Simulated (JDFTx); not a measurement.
Set up this calculation in JDFTx 1.7.0 (patched build), as the native input.

```
Task                                    : single point
Functional                              : PBEsol
Potentials or basis                     : PseudoDojo-SR-PBEsol-0.4.1-standard with smoothed tails
Cutoff                                  : 1116 eV
Density cutoff                          : 8925 eV
k mesh                                  : 10 × 10 × 5
Occupations                             : fermi-dirac, width 0.05 eV
Spin                                    : no spin polarisation
Local potential set to -Z/r beyond      : 6 bohr
Bands                                   : 14
Density cutoff over wavefunction cutoff : 8
Max SCF steps                           : 100
SCF threshold on the energy             : 1e-09 Ha
Solver of the electrons                 : scf
Further solve for the empty bands       : yes
```

SiC (Moissanite):

```xyz
4
Lattice="3.0760 0.0000 0.0000 -1.5380 2.6639 0.0000 0.0000 0.0000 5.0480" Properties=species:S:1:pos:R:3 pbc="T T T"
Si    1.5380    0.8880    2.5240
Si    0.0000    1.7759    0.0000
C     1.5380    0.8880    4.4675
C     0.0000    1.7759    1.9435
```

One way to write it, as run:

SiC.in

```
lattice \
    5.8127975593    -2.9063987797     0.0000000000 \
    0.0000000000     5.0340303534     0.0000000000 \
    0.0000000000     0.0000000000     9.5393374771
coords-type Lattice
ion Si     0.6666666667     0.3333333333     0.5000000000 1
ion Si     0.3333333333     0.6666666667     0.0000000000 1
ion C      0.6666666667     0.3333333333     0.8850000000 1
ion C      0.3333333333     0.6666666667     0.3850000000 1

ion-species pseudo/Si.upf
ion-species pseudo/C.upf
elec-cutoff 41 328
elec-ex-corr gga-PBEsol
kpoint-folding 10 10 5
elec-smearing Fermi 0.0018374661
elec-n-bands 14
electronic-SCF nIterations 100 energyDiffThreshold 1e-09
electronic-minimize nIterations 30 energyDiffThreshold 1e-7
converge-empty-states yes
forces-output-coords Cartesian

dump-name run.$VAR
dump End Ecomponents EigStats BandEigs Kpoints Forces Stress
```

Potentials or basis: PseudoDojo-SR-PBEsol-0.4.1-standard with smoothed tails.

The run is started by

```bash
$ jdftx -c 1 -i SiC.in -o SiC.out
```

It gave:

The pressure is 0.3 GPa. The largest force is 0.756 eV/Å and the band gap on the k mesh is 2.33 eV, indirect (least direct gap 3.96 eV). The loewdin charges are Si +1.09; C -1.02 e.

Caveat: the empty levels aren't tightly converged; an odd mesh through Γ misses points on the zone boundary, where band edges often lie.

Run time: 58 s on 1 thread of Intel(R) Xeon(R) 6975P-C (Granite Rapids), with other jobs on the host, peak memory 0.21 GiB.
